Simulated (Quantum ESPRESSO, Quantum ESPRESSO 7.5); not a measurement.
# Bare Sommerfeld coefficient of LaIrSi₃ from PBEsol and LDA, and the small enhancement it implies

## Experimental context

The reference is "Physical properties of noncentrosymmetric superconductor LaIrSi3: A μSR study" (2014, arXiv:1407.6680). The sample was an arc-melted polycrystal annealed at 900 °C. A fit to its low-temperature heat capacity gives a normal-state electronic coefficient γ of 4.6 ± 0.02 mJ/(mol K²). This value contains the electron-phonon enhancement, so a band calculation should fall below it. Rietveld refinement of room-temperature powder neutron data gives the tetragonal lattice constants a = 4.2784 Å and c = 9.8308 Å.

| compared with | measured | source's wording or label | T (K) | method |
| --- | --- | --- | --- | --- |
| γ (mJ/(mol K²)) | 4.6 | 4.6 ± 0.02 mJ/(mol K^2) | – | low-temperature heat capacity fit |
| a (Å) | 4.2784 ± 0.0003 | a | room temperature | powder neutron diffraction, Rietveld |
| c (Å) | 9.8308 ± 0.0007 | c | room temperature | powder neutron diffraction, Rietveld |

Conditions are those given with the value in the passage it was taken from; "not stated" means there, and the paper may say more elsewhere.

## Aim and plan

My aim is the bare γ, which follows from the density of states at the Fermi level, and from it the enhancement 1 + λ as the ratio of measured to bare value. No percentage target makes sense here. The bare value has to lie below the measured one, and for a weakly coupled superconductor with a transition below one kelvin I would expect λ of a few tenths.

The model is the nonmagnetic primitive cell of five atoms, treated with PBEsol and without spin-orbit coupling. That coupling splits the bands in this noncentrosymmetric structure, and with iridium present its effect on γ remains an open question of the model. I start at the diffraction cell, whose lattice constants agree with the neutron values to within 0.001 Å, so that an error in the computed volume cannot enter γ. The k mesh is tested there. Relaxation then shows how well the functional describes the lattice and how far γ depends on the cell; for the lattice constants I allow a few tenths of a per cent for thermal and zero-point expansion.

System: LaIrSi3, BaNiSn3-type tetragonal; I4mm (No. 107), 5 atoms in the primitive cell; the database structure is a diffraction structure: a = 4.278 Å, c = 9.830 Å; structure from the Crystallography Open Database.

## 1. PBEsol at the diffraction cell, two meshes

I go straight to the 20×20×20 mesh for the density of states. A coarse mesh alone would be cheaper, but it can miss or exaggerate structure at the Fermi level where bands are flat, and a single such number gives no warning of it. The 12×12×12 mesh is run beside it only to show how sensitive γ is to the sampling; the self-consistent mesh is coarsened along with it.

**Run 1.** Quantum ESPRESSO 7.5: PBEsol, GBRV ultrasoft potentials, database structure as it is, cutoff 45 Ry (density 360 Ry), 10x10x10 k mesh, Marzari-Vanderbilt smearing 0.14 eV; density of states on 20x20x20, bare value read at that mesh's own Fermi level (tetrahedra).

Key lines of the input:
```
! potential files: GBRV ultrasoft potentials, made for PBEsol
&control
  calculation = 'nscf'
/
&system
  nat = 5
  ntyp = 3
  ecutwfc = 45
  ecutrho = 360
  nbnd = 28
  occupations = 'tetrahedra_opt'
/
&electrons
  conv_thr = 1.0d-8
  electron_maxstep = 100
  mixing_beta = 0.4
/
ATOMIC_SPECIES
  La 138.905 La.upf
  Si 28.085 Si.upf
  Ir 192.217 Ir.upf
[... cell and positions ...]
K_POINTS automatic
  20 20 20 0 0 0
! then dos.x, deltaE = 0.005 eV within 0.3 eV of the Fermi level, bz_sum = 'tetrahedra_opt'
```

Command:
```
OMP_NUM_THREADS=1 mpirun -n 4 pw.x -nk 4 -in dos.in > dos.out
```

Selected lines of the output:
```
  13.386  0.1673E+01  0.3800E+02
```

Converged; 5.3 min on 4 cores of Intel Xeon 6975P-C (Granite Rapids), shared host (all steps together).

**Run 2.** Quantum ESPRESSO 7.5: PBEsol, GBRV ultrasoft potentials, database structure as it is, cutoff 45 Ry (density 360 Ry), 6x6x6 k mesh, Marzari-Vanderbilt smearing 0.14 eV; density of states on 12x12x12, bare value read at that mesh's own Fermi level (tetrahedra).

Key lines of the input, as changed from run 1:
```diff
  K_POINTS automatic
-   20 20 20 0 0 0
+   12 12 12 0 0 0
```

Selected lines of the output:
```
     kinetic-energy cutoff     =      45.0000  Ry
     number of k points=   163 (tetrahedron method)
# E (eV)   dos(E)     Int dos(E) EFermi =   13.380 eV
  13.375  0.1656E+01  0.3799E+02
  13.380  0.1667E+01  0.3800E+02
  13.385  0.1679E+01  0.3801E+02
```

Converged; 94 s on the same hardware (all steps together).

| quantity | run 1 | run 2 | measured |
| --- | --- | --- | --- |
| γ (mJ/(mol K²)) | 3.944 | 3.929 | 4.6 |
| N(E_F) per formula unit (states/eV) | 1.673 | 1.667 |  |

The bare γ is 3.944 mJ/(mol K²) on the dense mesh and 3.929 on the coarse one. The sampling error that this pair reveals is far smaller than the gap to the measured 4.6.

The bare value lies below the measured one, as it must, and the ratio gives 1 + λ ≈ 1.17. That λ is smaller than I expected. The usual McMillan estimate, with a customary Coulomb repulsion, needs a λ of roughly 0.4 to 0.5 for a phonon superconductor with a transition somewhat below one kelvin. The ordering is therefore right, but the size of the enhancement is doubtful: either the computed density of states is somewhat too high, or the measured coefficient is low, or the simple estimate does not carry over to this compound.

## 2. Relaxed cells, LDA and the cutoff

The small λ makes me want to know how firmly the bare value stands. Relaxing the cell with PBEsol tests the lattice against the neutron data and shows whether γ reacts to the change of cell. LDA, relaxed in the same way, is the neighbouring level for scale; I expect a smaller cell and a slightly lower γ from it. A run at reduced cutoff, with the diffraction cell and the dense mesh retained, shows how sensitive γ is to the basis, though it cannot prove the higher setting converged. None of the three includes spin-orbit coupling, so they cannot settle whether its band splitting lowers the density of states at the Fermi level.

**Run 3.** Quantum ESPRESSO 7.5: PBEsol, GBRV ultrasoft potentials, cell and atoms relaxed from the database structure, cutoff 45 Ry (density 360 Ry), 10x10x10 k mesh, Marzari-Vanderbilt smearing 0.14 eV; density of states on 20x20x20, bare value read at that mesh's own Fermi level (tetrahedra).

Key lines of the input, as changed from run 2:
```diff
  K_POINTS automatic
-   12 12 12 0 0 0
+   20 20 20 0 0 0
```

Selected lines of the output:
```
  13.592  0.1666E+01  0.3800E+02
```

Converged; 10 min on the same hardware (all steps together).

**Run 4.** Quantum ESPRESSO 7.5: LDA, GBRV ultrasoft potentials, cell and atoms relaxed from the database structure, cutoff 45 Ry (density 360 Ry), 10x10x10 k mesh, Marzari-Vanderbilt smearing 0.14 eV; density of states on 20x20x20, bare value read at that mesh's own Fermi level (tetrahedra).

Key lines of the input, as changed from run 1:
```diff
- ! potential files: GBRV ultrasoft potentials, made for PBEsol
+ ! potential files: GBRV ultrasoft potentials, made for LDA
```

Selected lines of the output:
```
  13.718  0.1671E+01  0.3800E+02
```

Converged; 11 min on the same hardware (all steps together).

**Run 5.** Quantum ESPRESSO 7.5: PBEsol, GBRV ultrasoft potentials, database structure as it is, cutoff 31 Ry (density 248 Ry), 10x10x10 k mesh, Marzari-Vanderbilt smearing 0.14 eV; density of states on 20x20x20, bare value read at that mesh's own Fermi level (tetrahedra).

Key lines of the input, as changed from run 1:
```diff
  &system
-   ecutwfc = 45
-   ecutrho = 360
+   ecutwfc = 31
+   ecutrho = 248
```

Selected lines of the output:
```
  13.386  0.1675E+01  0.3800E+02
```

Converged; 3 min on the same hardware (all steps together).

| quantity | run 3 | run 4 | run 5 | measured |
| --- | --- | --- | --- | --- |
| γ (mJ/(mol K²)) | 3.927 | 3.939 | 3.948 | 4.6 |
| a (Å) | 4.2554 | 4.2333 | – | 4.2784 ± 0.0003 |
| c (Å) | 9.8090 | 9.7512 | – | 9.8308 ± 0.0007 |
| N(E_F) per formula unit (states/eV) | 1.666 | 1.671 | 1.675 |  |
| conventional cell volume (Å³) | 177.62 | 174.75 | – |  |

None of the three changes moves γ appreciably. Relaxation with PBEsol gives 3.927 mJ/(mol K²), LDA in its own smaller cell 3.939, and the reduced cutoff at the diffraction cell 3.948. I had expected LDA to lie slightly lower; against relaxed PBEsol it is marginally higher, by an amount without physical weight. The ratio to the measured coefficient stays at about 1.17 throughout, so the small λ comes neither from the cell nor from the choice between these two functionals.

The lattice separates the functionals more clearly. PBEsol falls short of the neutron values by 0.5 % in a and 0.2 % in c, LDA by 1.1 % and 0.8 %. Thermal and zero-point expansion, which I put at a few tenths of a per cent, would give a shortfall of this sign: it could cover the PBEsol error in c and much of that in a, but not the LDA errors. The cutoff test was made for γ alone and says nothing about the relaxed lattice constants.



## Overview

| run | settings | γ (mJ/(mol K²)) | a (Å) | c (Å) | cost |
| --- | --- | --- | --- | --- | --- |
| 1 | PBEsol, DOS 20x20x20 | 3.944 | – | – | 21 core-min |
| 2 | PBEsol, 6x6x6 mesh, DOS 12x12x12 | 3.929 | – | – | 6.2 core-min |
| 3 | PBEsol, cell and atoms relaxed from the database structure, 10x10x10 k mesh, density of states on 20x20x20 | 3.927 | 4.2554 | 9.8090 | 42 core-min |
| 4 | LDA, DOS 20x20x20 | 3.939 | 4.2333 | 9.7512 | 42 core-min |
| 5 | PBEsol, cutoff 31 Ry, DOS 20x20x20 | 3.948 | – | – | 12 core-min |
|  | measured | 4.6 | 4.2784 ± 0.0003 | 9.8308 ± 0.0007 |  |

## Assessment

The calculation meets the aim in its ordering: the bare γ of 3.944 mJ/(mol K²), from PBEsol at the diffraction cell, lies below the measured 4.6. The ratio gives 1 + λ ≈ 1.17. I would not use this λ of about 0.17 as a coupling strength, because the usual estimate from a transition somewhat below one kelvin asks for roughly 0.4 to 0.5.

The bare value cost 21 core-minutes. It changes by less than one per cent with a coarser mesh, a lower cutoff, the relaxed PBEsol cell or LDA in its own cell. The mesh comparison and the relaxation were the useful checks; LDA added little for γ. Meshes denser than 20×20×20 were not examined here.

For the lattice PBEsol is the better of the two functionals. It is 0.5 % short in a and 0.2 % short in c, of which thermal and zero-point expansion can explain a good part. LDA is short by 1.1 % and 0.8 %, more than that expansion should supply. These errors hardly matter for γ, which barely responds to the change of cell.

What remains open is the small enhancement. A λ of 0.4 to 0.5 would require a bare γ of about 3.1 to 3.3, well below every value computed here. Spin-orbit coupling, left out throughout, splits the bands and could lower the density of states at the Fermi level, but its effect, in sign as in size, was not examined here. The simple estimate of λ may also fail for this compound, or the measured coefficient may be somewhat low. A fully relativistic calculation of the density of states is the step I would take next.

[Logs are printed without paths, hosts, clocks, repeated set-up lines and the standing remarks that a program may print on its own settings, such as how far it seeks lower states.]

[The runs shown are a pick from a larger set of finished runs; failed, doubtful and other runs were left out of it ahead of writing. So were measured values far from every level or from commonly accepted values, and agreement can look better than it is. Lines of input and output are excerpts and may be shortened.]
